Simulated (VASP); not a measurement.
A run of VASP 6.6.1:

INCAR

```
SYSTEM = Sn
ALGO = Normal
EDIFF = 1E-7
EDIFFG = -0.01
ENCUT = 600
GGA = PS
IBRION = 2
ISIF = 4
ISMEAR = 0
LASPH = .True.
LCHARG = .False.
LREAL = .False.
LWAVE = .False.
NELM = 80
NSW = 40
PREC = Accurate
SIGMA = 0.03
```

Contents of KPOINTS:

```
k-points
0
Gamma
  12 12 12
  0 0 0
```

Contents of POSCAR:

```
Sn                                      
1.0
   -2.9329442903      2.9329442903      1.5915979252
    2.9329442903     -2.9329442903      1.5915979252
    2.9329442903      2.9329442903     -1.5915979252
  Sn            
     2
Direct
     0.0000000000000000    0.0000000000000000    0.0000000000000000
     0.7500000000000000    0.2500000000000000    0.5000000000000000
```

Potentials or basis: VASP PAW PBE potentials, release 64 (Sn_d).

Command:

```console
$ cat potpaw_PBE.64/Sn_d/POTCAR > POTCAR
$ mpirun -np 1 vasp_std > vasp.out
```

Hardware: 1 thread of Intel(R) Xeon(R) Platinum 8259CL CPU @ 2.50GHz (Skylake/Cascade Lake), with other jobs on the host.

Task: Estimate the wall time of this run.

Result: Wall time 3 min on 1 thread of Intel(R) Xeon(R) Platinum 8259CL CPU @ 2.50GHz (Skylake/Cascade Lake), on a shared host, peak memory 0.32 GiB. Counts: scf iterations 17, k points 163, ion steps 2.
